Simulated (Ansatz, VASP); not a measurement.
# NaF in VASP and in Ansatz

The input INCAR:

```
SYSTEM = NaF
ALGO = Normal ; EDIFF = 1E-8
ENCUT = 520 ; GGA = PE
ISIF = 2 ; ISMEAR = -1
LASPH = .TRUE. ; LCHARG = .FALSE.
LEFG = .TRUE. ; LREAL = .FALSE.
LWAVE = .FALSE. ; NBANDS = 14
NELM = 60 ; PREC = Accurate
SIGMA = 0.03
```

File KPOINTS:

```
k-points
0
G
  8 8 8
  0 0 0
```

Contents of POSCAR:

```
NaF
1.0
    0.0000000000      2.3233000000      2.3233000000
    2.3233000000      0.0000000000      2.3233000000
    2.3233000000      2.3233000000      0.0000000000
Na F
1 1
Direct
    0.0000000000      0.0000000000      0.0000000000
    0.5000000000      0.5000000000      0.5000000000
```

Input for Ansatz:

```yaml
crystal:
  lattice:
    - [0.0, 2.3233, 2.3233]
    - [2.3233, 0.0, 2.3233]
    - [2.3233, 2.3233, 0.0]
  atoms:
    - { symbol: Na, position: [0.0, 0.0, 0.0] }
    - { symbol: F, position: [0.5, 0.5, 0.5] }
kpoints:
  mp_grid: { grid: [8, 8, 8] }
scf:
  occupations: { method: fermi_dirac, width: 0.03 }
hamiltonian:
  xc: pbe
  pseudopotentials: { kind: paw }
output:
  forces: true
  stress: true
  eigenvalues: true
  efg: { contact_densities: true }
```

Alike in both runs: task electric field gradients; functional PBE; k mesh 8 × 8 × 8; occupations fermi-dirac, width 0.03 eV; no spin polarisation.

|  | VASP | Ansatz |
| --- | --- | --- |
| version | VASP 6.6.1 | Ansatz 0.2.0 |
| potentials or method | VASP PAW PBE potentials, release 64 (Na_pv, F) | PAW with Ansatz's default frozen-core files, scalar-relativistic |
| plane-wave cutoff (eV) | 520 | 420 |
| valence electrons in the cell | 14 | 16 |

```csv
,VASP,Ansatz,Ansatz less VASP
gap on the k mesh at the Fermi level (eV),6.26,6.27,+0.016
pressure (GPa),1.6,1.7,+0.12
Vzz of the field gradient on the site that differs most (V/Å²),0.0,0.0,-0.02
```

With one functional, cell and mesh, what is left measures potentials, basis and numerics. The two sets of potentials don't hold the same shells in valence.

As with any semilocal functional, this PBE gap is likely too small.
